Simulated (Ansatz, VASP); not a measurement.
# Cu: VASP beside Ansatz

```
CELL_PARAMETERS angstrom
0.00000 1.75945 1.75945
1.75945 0.00000 1.75945
1.75945 1.75945 0.00000
ATOMIC_POSITIONS crystal
Cu 0.00000 0.00000 0.00000
```

Alike in both runs: functional LDA; k mesh 10 × 10 × 10; occupations gaussian, width 0.1 eV; no spin polarisation.

Ansatz relaxed the structure, and its values are those at the end. VASP's run is a single point on that final structure, the one shown.

|  | VASP | Ansatz |
| --- | --- | --- |
| version | VASP 6.6.1 | Ansatz 0.2.0 |
| potentials or method | VASP PAW LDA potentials, release 64 (Cu) | scalar-relativistic, plane waves, PAW |
| plane-wave cutoff (eV) | 520 | 420 |
| valence electrons in the cell | 11 | 19 |

VASP gave:

| Item | Value |
| --- | --- |
| gap on the k mesh at the Fermi level (eV) | none |
| pressure (GPa) | 0.8 |

Question: What did Ansatz give for the same quantities?

Answer: gap on the k mesh at the Fermi level (eV): none; pressure (GPa): -0.1.

A gap of «none» marks a metal or a gap that the smearing closes. The two sets of potentials don't hold the same shells in valence.
